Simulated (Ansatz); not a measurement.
A distorted cell of ZrO2 (tetragonal-ZrO2 type, space group P4_2/nmc):

```
CELL_PARAMETERS angstrom
      3.62104     0.00000     0.00000
      0.00000     3.62104     0.00000
      0.00000     0.00000     5.28293
ATOMIC_POSITIONS crystal
  Zr 0.94293 0.00000 0.05868
  Zr 0.50000 0.50000 0.50000
  O  0.00000 0.50000 0.19276
  O  0.00000 0.50000 0.69276
  O  0.50000 0.00000 0.30724
  O  0.50000 0.00000 0.80724
```

Level of theory: PBE (plane waves to 420 eV, PAW, scalar-relativistic; Ansatz, an electronic-structure program). k mesh 7×7×5 (Γ-centred), Fermi-Dirac smearing 0.05 eV. E stands for the smeared free energy. Compression counts positive. This is a high-temperature form of ZrO2. ZrO2 is run without spin polarisation. ZrO2 was relaxed with its symmetry unable to fall.

What forces act on the atoms (eV/Å, Cartesian)?


```csv
atom,Fx,Fy,Fz
Zr1,0.650,0.000,-6.255
Zr2,-0.189,0.000,4.051
O3,0.164,0.000,2.032
O4,-0.081,0.000,-0.958
O5,-0.455,0.000,0.188
O6,-0.089,0.000,0.942
```

What is the stress tensor (GPa)?


```
   -3.3      0.0     -1.3
    0.0     21.5      0.0
   -1.3      0.0      2.9
```
The pressure, a third of the trace, is 7.1 GPa.

In it atom 1 sits (-0.207, 0.000, 0.310) Å away from its relaxed site. What is its energy relative to the relaxed cell?

1079 meV/cell.

(A displaced cell: forces are minus the slopes of the energy, force constants its curvatures, and phonons follow from these.)
